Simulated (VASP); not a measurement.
A run of VASP 6.6.1 is set up as follows.

Contents of INCAR:

```
SYSTEM = Ti3Pt
  PREC = Accurate
  ENCUT = 600
  EDIFF = 1E-7
  ISMEAR = 1
  SIGMA = 0.1
  LREAL = .False.
  LASPH = .True.
  NELM = 80
  ALGO = Normal
  ISIF = 3
  LWAVE = .False.
  LCHARG = .False.
  IBRION = 2
  NSW = 90
  EDIFFG = -0.005
  KPAR = 2
```

Contents of KPOINTS:

```
Automatic mesh
0
Gamma
  8 8 8
  0 0 0
```

POSCAR

```
Ti3Pt                                   
1.0
    4.9345080797     -0.0000000000      0.0000000000
   -0.0000000000      4.9345080797      0.0000000000
    0.0000000000     -0.0000000000      4.9345080797
  Ti              Pt            
     6     2
Direct
     0.2500000000000000    0.0000000000000000    0.5000000000000000
     0.5000000000000000    0.7500000000000000    0.0000000000000000
     0.7500000000000000    1.0000000000000000    0.5000000000000000
     0.5000000000000000    0.2500000000000000    1.0000000000000000
     1.0000000000000000    0.5000000000000000    0.7500000000000000
     1.0000000000000000    0.5000000000000000    0.2500000000000000
     1.0000000000000000    1.0000000000000000    0.0000000000000000
     0.5000000000000000    0.5000000000000000    0.5000000000000000
```

Potentials or basis: VASP PAW LDA potentials, release 64 (Ti_sv, Pt).

Run with:

```sh
$ cat potpaw_LDA.64/Ti_sv/POTCAR potpaw_LDA.64/Pt/POTCAR > POTCAR
$ mpirun -np 2 vasp_std > vasp.out
```

Question: Estimate the band gap on the k mesh.

Answer: None (metal or under the smearing width).

Final structure:
```yaml
crystal:
  lattice:
    - [4.93451, 0.00000, 0.00000]
    - [0.00000, 4.93451, 0.00000]
    - [0.00000, 0.00000, 4.93451]
  atoms:
    - { symbol: Ti, position: [0.25000, 0.00000, 0.50000] }
    - { symbol: Ti, position: [0.50000, 0.75000, 0.00000] }
    - { symbol: Ti, position: [0.75000, 0.00000, 0.50000] }
    - { symbol: Ti, position: [0.50000, 0.25000, 0.00000] }
    - { symbol: Ti, position: [0.00000, 0.50000, 0.75000] }
    - { symbol: Ti, position: [0.00000, 0.50000, 0.25000] }
    - { symbol: Pt, position: [0.00000, 0.00000, 0.00000] }
    - { symbol: Pt, position: [0.50000, 0.50000, 0.50000] }
```

Caveat: the relaxation stopped at its first step, so nothing moved. Spin-orbit coupling is left out, which matters for the levels of Pt.
